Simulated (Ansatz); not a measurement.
# hcp against fcc along group 5

Method: DFT, RPBE, plane waves (420 eV) with PAW, scalar-relativistic in Ansatz 0.2.0. (PAW data from PBE, frozen cores regenerated.)

Each structure is relaxed within its symmetry, in the lowest magnetic state of the tried starts. Differences under about 8 meV lie within the error of the k-point mesh.

```tsv
element	E(hcp) − E(fcc) (meV/atom)	V(hcp) (Å³/atom)	V(fcc) (Å³/atom)	state of hcp	state of fcc
V	16	14.21	14.26	spin not included	spin not included
Nb	-26	19.03	19.12	spin not included	spin not included
Ta	48	19.07	19.16	spin not included	spin not included
```
